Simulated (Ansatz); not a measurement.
## W: pressure and energy change per atom as volume scale varies

Plane-wave DFT, scalar-relativistic PAW made under PBE with cores redone for the functional, no dispersion; the given relaxed cell is scaled uniformly, energy at zero smearing counts from the unscaled cell, pressure at the given Fermi-Dirac smearing is positive in compression. The results are calculated, by Ansatz 0.2.0.

The cell before it is scaled or strained (space group P6/mmm, No. 191):
```
W
1.0
      4.7072     0.0000     0.0000
     -2.3536     4.0765     0.0000
      0.0000     0.0000     2.6213
W
3
Direct
  0.00000 0.00000 0.00000
  0.33333 0.66667 0.50000
  0.66667 0.33333 0.50000
```

Settings of every row: spin polarised no; functional RPBE; wave cutoff 420 eV; smearing width 0.1 eV; k mesh 9x9x13.

Atom starting moment: 0 on all atoms.

Limits: all rows lie far from zero pressure; no spin-orbit coupling, which can matter with elements this heavy; the cell comes from a prototype or a list of computed structures and needn't be the stable phase.

```csv
row,volume scale,V (Å³/atom),pressure (GPa),energy change per atom (meV)
1,0.88,14.755,44.37,248.75
2,0.92,15.425,26.48,102.34
3,0.96,16.096,11.94,23.65
4,1.04,17.437,?,?
5,1.08,18.108,-17.34,78.69
6,1.12,18.779,-23.66,165.75
```

Question: what pressure and energy change per atom should row 4 give?

Worked fit of pressure. Take u = (V_r/V)^(2/3) − 1 with V_r = 16.096 Å³ an atom, which is twice the finite (Eulerian) strain; such expansions in the strain, on which the Birch-Murnaghan equation of state is built, carry the rest volume and the bulk modulus. The shown rows have u = 0.05971, 0.02879, 0, -0.07552, -0.09767. Least squares give pressure = 11.942 + 474.64 × u + 1134.4 × u² GPa; a straight line predicts inner rows, each left out in turn, worse (root mean square 3 against 0.11 GPa). The rows lie off it by 0.04, -0.07, 0.00, 0.09, -0.07 (root mean square 0.062 GPa). The pressure vanishes at u = -0.0269, or V = 16.77 Å³ an atom, and there the bulk modulus at fixed shape and fractions is B = −V dP/dV = (2/3)(1 + u) dP/du = 268 GPa. Letting shape and atoms relax would as a rule lower it, by much in layered, chain or molecular crystals. The withheld row has u = -0.05195, so the fit gives 11.942 + 474.64 × (-0.05195) + 1134.4 × (-0.05195)² = -9.65 GPa.

The calculation gave -9.52 GPa. The fit lies 0.13 GPa (1.4 % of the value, 0.19 % of the column's range) below it; its largest miss of a shown row is 0.09 GPa.

Worked fit of energy change per atom. Take u = (V_r/V)^(2/3) − 1 with V_r = 16.096 Å³ an atom, which is twice the finite (Eulerian) strain; such expansions in the strain, on which the Birch-Murnaghan equation of state is built, carry the rest volume and the bulk modulus. The shown rows have u = 0.05971, 0.02879, 0, -0.07552, -0.09767. Least squares give energy change per atom = 23.709 + 1784.24 × u + 33189.8 × u² meV; a straight line predicts inner rows, each left out in turn, worse (root mean square 87 against 0.49 meV). The rows lie off it by 0.17, -0.25, -0.06, 0.44, -0.30 (root mean square 0.28 meV). Its lowest point lies at u = -0.0269, or V = 16.77 Å³ an atom, and the curvature there gives the bulk modulus at fixed shape and fractions, B = (4/9)(1 + u)² E″(u)/V = 267 GPa. Letting shape and atoms relax would as a rule lower it, by much in layered, chain or molecular crystals. The withheld row has u = -0.05195, so the fit gives 23.709 + 1784.24 × (-0.05195) + 33189.8 × (-0.05195)² = 20.59 meV.

The calculation gave 21.14 meV. The fit lies 0.55 meV (2.6 % of the value, 0.24 % of the column's range) below it; its largest miss of a shown row is 0.44 meV.
